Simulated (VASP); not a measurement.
# GdN (Fm-3m) in VASP: notebook, part 2 of 2

VASP 6.6.1.

### Step 4. Single point, PBE+U, non-collinear spin, ferromagnetic start, spin-orbit coupling

File INCAR:

```
SYSTEM = GdN
PREC     = Accurate       ! precision mode
ENCUT    = 520            ! plane-wave cutoff, eV
EDIFF    = 1E-7           ! SCF threshold, eV
ISMEAR   = 0              ! smearing method
SIGMA    = 0.03           ! smearing width, eV
LREAL    = .False.        ! projectors in reciprocal space
LASPH    = .True.         ! aspherical terms in the spheres
NELM     = 150            ! most SCF steps
ALGO     = Normal         ! electronic algorithm
ISIF     = 2              ! what is computed and relaxed
LWAVE    = .False.        ! write WAVECAR
LCHARG   = .False.        ! write CHGCAR
LNONCOLLINEAR= .True.         ! non-collinear magnetism
MAGMOM   = 0 0 7 0 0 0    ! initial moments
LORBIT   = 11             ! projections on sites
LSORBIT  = .True.         ! spin-orbit coupling
GGA_COMPAT= .False.      
LORBMOM  = .True.       
LMAXMIX  = 6              ! l up to which the mixer works
LDAU     = .True.         ! DFT+U
LDAUTYPE = 2            
LDAUL    = 3 -1           ! shell
LDAUU    = 6 0            ! U, eV
LDAUJ    = 0 0          
LDAUPRINT= 1            
GGA      = PE             ! functional
AMIX     = 0.2          
BMIX     = 1E-4         
AMIX_MAG = 0.8          
BMIX_MAG = 1E-4         
SAXIS    = 0.577350 0.577350 0.577350
ISYM     = 0            
KPAR     = 4
```

File KPOINTS:

```
Automatic mesh
0
Gamma
  10 10 10
  0 0 0
```

File POSCAR:

```
GdN                                     
1.0
    0.0000000000      2.5023252643      2.5023252643
    2.5023252643      0.0000000000      2.5023252643
    2.5023252643      2.5023252643      0.0000000000
  Gd              N             
     1     1
Direct
     0.0000000000000000    0.0000000000000000    0.0000000000000000
     0.5000000000000000    0.5000000000000000    0.5000000000000000
```

Potentials or basis: VASP PAW PBE potentials, release 64 (Gd, N).

Started as:

```
$ cat potpaw_PBE.64/Gd/POTCAR potpaw_PBE.64/N/POTCAR > POTCAR
$ mpirun -np 4 vasp_ncl > vasp.out
```

OUTCAR:

```text
SYSTEM = GdN
   PREC = Accurate
   ENCUT = 520
   EDIFF = 1E-7
   ISMEAR = 0
   LREAL = .False.
   LASPH = .True.
   NELM = 150
   ISIF = 2
   LNONCOLLINEAR = .True.
   LORBIT = 11
   LSORBIT = .True.
   GGA = PE
   AMIX = 0.2
   AMIX_MAG = 0.8
   ISYM = 0

 ion  position               nearest neighbor table
   1  0.000  0.000  0.000-   2 2.50   2 2.50   2 2.50   2 2.50   2 2.50   2 2.50
   2  0.500  0.500  0.500-   1 2.50   1 2.50   1 2.50   1 2.50   1 2.50   1 2.50

[... 1227 lines left out ...]
     0.0000000     0.0000000     0.0000000     0.0000000     0.0000000
 l=   3
     0.0000000     0.0000000     0.0000000     0.0000000     0.0000000     0.0000000     0.0000000
     0.0000000     0.0000000     0.0000000     0.0000000     0.0000000     0.0000000     0.0000000
     0.0000000     0.0000000     0.0000000     0.0000000     0.0000000     0.0000000     0.0000000
     0.0000000     0.0000000     0.0000000     0.0000000     0.0000000     0.0000000     0.0000000
     0.0000000     0.0000000     0.0000000     0.0000000     0.0000000     0.0000000     0.0000000
     0.0000000     0.0000000     0.0000000     0.0000000     0.0000000     0.0000000     0.0000000
     0.0000000     0.0000000     0.0000000     0.0000000     0.0000000     0.0000000     0.0000000

 total charge

# of ion       s       p       d       f       tot
--------------------------------------------------
    1        2.034   5.688   0.538   6.972  15.232
    2        1.249   2.383   0.000   0.000   3.632
--------------------------------------------------
tot          3.283   8.071   0.538   6.972  18.863

 magnetization (x)

# of ion       s       p       d       f       tot
--------------------------------------------------
    1       -0.000  -0.000   0.000   0.004   0.004
    2       -0.000  -0.000   0.000   0.000  -0.000
--------------------------------------------------
tot         -0.000  -0.000   0.000   0.004   0.004

 magnetization (y)

# of ion       s       p       d       f       tot
--------------------------------------------------
    1       -0.000   0.000  -0.000  -0.000  -0.000
    2       -0.000   0.000   0.000   0.000   0.000
--------------------------------------------------
tot         -0.000   0.000  -0.000  -0.000  -0.000

 magnetization (z)

# of ion       s       p       d       f       tot
--------------------------------------------------
    1       -0.006  -0.082   0.071   6.850   6.833
    2       -0.009  -0.106   0.000   0.000  -0.115
--------------------------------------------------
tot         -0.015  -0.188   0.071   6.850   6.719
```

OSZICAR:

```text
N       E                     dE             d eps       ncg     rms          rms(c)
DAV:   1     0.181929759314E+03    0.18193E+03   -0.75163E+03114530   0.619E+03
DAV:   2     0.258860205283E+02   -0.15604E+03   -0.12424E+03111128   0.618E+02
DAV:   3    -0.146410373639E+02   -0.40527E+02   -0.38455E+02119324   0.229E+02
DAV:   4    -0.198193575381E+02   -0.51783E+01   -0.51245E+01143144   0.702E+01
[... 34 lines left out ...]
DAV:  39    -0.234238227963E+02   -0.70161E-07   -0.28023E-06 87632   0.123E-02    0.470E-03
DAV:  40    -0.234238226723E+02    0.12399E-06   -0.24486E-06 89934   0.114E-02    0.376E-03
DAV:  41    -0.234238226961E+02   -0.23781E-07   -0.12858E-06 92972   0.943E-03    0.166E-03
DAV:  42    -0.234238226424E+02    0.53727E-07   -0.11400E-06 89206   0.805E-03    0.134E-03
DAV:  43    -0.234238226234E+02    0.18957E-07   -0.66432E-07 90754   0.654E-03
   1 F= -.23423823E+02 E0= -.23423791E+02  d E =-.622863E-04  mag=     0.0043    -0.0001     6.9571
```

Wall time 23 min (4 MPI ranks of Intel Xeon 6975P-C (Granite Rapids), shared host); peak memory 1.7 GiB.

Results:

```yaml
Free_energy: -23.4238 eV
Pressure: 0.0 GPa
Net_moment: 6.96 μB per cell
Valence_electrons_inside_the_program's_atomic_spheres: Gd 15.23; N 3.63
```

Moments on the atoms (μB; x, y, z):
```
Gd   0.00  0.00  6.83
N    0.00  0.00 -0.12
```

Caveat: a cell with one magnetic atom can't hold antiferromagnetic order, which such compounds often take. The state reached can hang on the start; a lower one may exist.

### Step 5. Single point, PBE+U, non-collinear spin, ferromagnetic start, spin-orbit coupling

INCAR, as its differences from that of step 4:

```diff
@@ -31,3 +31,3 @@
 BMIX_MAG = 1E-4         
-SAXIS    = 0.577350 0.577350 0.577350
+SAXIS    = 0.707107 0.707107 0.000000
 ISYM     = 0
```

KPOINTS is that of step 4.

POSCAR is that of step 4.

Started as:

```
$ cat potpaw_PBE.64/Gd/POTCAR potpaw_PBE.64/N/POTCAR > POTCAR
$ mpirun -np 4 vasp_ncl > vasp.out
```

Run time: 21 min. Hardware: 4 MPI ranks of Intel Xeon 6975P-C (Granite Rapids), shared host; peak memory 1.7 GiB.

It converged, with:

- Free energy: -23.4238 eV
- Pressure: 0.0 GPa
- Net moment: 6.96 μB per cell
- Valence electrons inside the program's atomic spheres: Gd 15.23; N 3.63

Moments on the atoms (μB; x, y, z):
```
Gd   0.00  0.00  6.83
N    0.00  0.00 -0.12
```

Caveat: a cell with one magnetic atom can't hold antiferromagnetic order, which such compounds often take.
